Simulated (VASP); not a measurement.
**WSe2: relaxation of cell and atoms with PBE**

The system is WSe2, a slab with vacuum.

```
CELL_PARAMETERS angstrom
3.29000 0.00000 0.00000
-1.64500 2.84922 0.00000
0.00000 0.00000 27.83126
ATOMIC_POSITIONS crystal
Se 0.33333 0.66667 0.32338
Se 0.33333 0.66667 0.44361
Se 0.66667 0.33333 0.55639
Se 0.66667 0.33333 0.67662
W 0.66667 0.33333 0.38349
W 0.33333 0.66667 0.61651
```

```yaml
Program: VASP 6.6.1
Task: relaxation of cell and atoms
Functional: PBE
Potentials_or_basis: VASP PAW PBE potentials, release 64 (Se, W_sv)
Cutoff: 600 eV
k_mesh: 12 × 12 × 1
Occupations: gaussian, width 0.03 eV
Spin: no spin polarisation
Further_INCAR_settings: ALGO = Normal; EDIFF = 1e-06; IBRION = 2; EDIFFG = -0.01; NSW = 90; ISIF = 3
```

| Quantity | Value |
| --- | --- |
| Relaxed volume | 44.37 Å³/atom |
| Relaxed cell | a = 3.323 Å, b = 3.323 Å, c = 27.831 Å, α = 90.00°, β = 90.00°, γ = 120.00° |
| Space group after relaxing (to 0.05 Å) | P-3m1 (No. 164) |
| Energy gained by relaxing | 12.4 meV/atom |
| Ionic steps | 35 |
| Largest force after relaxing | 0.010 eV/Å |
| Band gap on the k mesh | 1.52 eV, direct |

Forces in eV/Å, atoms in the order of the input:
```
Se   0.000  0.000 -0.010
Se   0.000  0.000  0.000
Se   0.000  0.000  0.000
Se   0.000  0.000  0.010
W    0.000  0.000 -0.005
W    0.000  0.000  0.005
```

The path:
```tsv
step	energy change (eV)	largest force (eV/Å)	pressure (GPa)	volume (Å³)
1	0.0000	0.3331	1.68	260.89
2	0.0026	0.4362	-1.30	272.11
3	-0.0304	0.1113	0.15	266.29
4	-0.0316	0.0818	0.17	266.61
5	-0.0331	0.0875	0.21	267.33
6	-0.0333	0.1105	0.23	267.60
7	-0.0344	0.1082	0.23	267.53
8	-0.0375	0.1016	0.24	267.35
9	-0.0431	0.0887	0.25	266.98
10	-0.0520	0.0789	0.29	266.25
11	-0.0623	0.1195	0.38	264.78
12	-0.0618	0.2098	0.60	261.86
13	-0.0649	0.1636	0.48	263.25
14	-0.0659	0.1501	0.44	263.42
15	-0.0685	0.1034	0.28	263.94
16	-0.0711	0.0929	-0.02	264.96
17	-0.0713	0.1306	-0.12	265.31
18	-0.0717	0.1209	-0.12	265.41
19	-0.0728	0.0916	-0.09	265.71
20	-0.0740	0.0320	-0.04	266.31
21	-0.0741	0.0215	-0.02	266.56
22	-0.0742	0.0226	0.03	266.32
23	-0.0742	0.0256	0.06	266.22
24	-0.0743	0.0196	0.06	266.10
25	-0.0743	0.0140	0.07	265.82
26	-0.0744	0.0208	0.01	266.00
27	-0.0744	0.0233	0.00	266.02
28	-0.0744	0.0222	0.00	266.01
29	-0.0744	0.0212	0.00	266.00
30	-0.0744	0.0186	0.01	266.05
31	-0.0745	0.0112	0.01	266.19
32	-0.0745	0.0124	-0.01	266.48
33	-0.0745	0.0071	-0.02	266.36
34	-0.0745	0.0069	-0.01	266.27
35	-0.0745	0.0099	0.02	266.20
```

Final structure:
```
CELL_PARAMETERS angstrom
3.32334 0.00000 0.00000
-1.66167 2.87809 0.00000
0.00000 0.00000 27.83126
ATOMIC_POSITIONS crystal
Se 0.33333 0.66667 0.31078
Se 0.33333 0.66667 0.43146
Se 0.66667 0.33333 0.56854
Se 0.66667 0.33333 0.68922
W 0.66667 0.33333 0.37111
W 0.33333 0.66667 0.62889
```

Levels at points of the mesh, in eV from the valence-band top:
| k point | band 23 | band 24 | band 25 | band 26 | band 27 | band 28 | band 29 | band 30 |
| --- | --- | --- | --- | --- | --- | --- | --- | --- |
| (0.00, 0.00, 0.00) | -1.25 | -1.25 | -0.46 | -0.12 | 2.86 | 2.86 | 2.87 | 2.87 |
| (0.50, 0.00, 0.00) | -1.01 | -0.99 | -0.99 | -0.96 | 2.31 | 2.32 | 2.65 | 2.72 |

It took 34 min on 2 MPI ranks on Intel(R) Xeon(R) Platinum 8488C (Sapphire Rapids), with other jobs on the host, peak memory 0.56 GiB a rank.

Caveat: spin-orbit coupling is left out, which moves the levels of the heavy elements; without dispersion, layers of such crystals drift apart on relaxing, which shifts levels and gaps; volumes and pressures include the vacuum. PBE usually gives volumes a little too large and moduli too small.
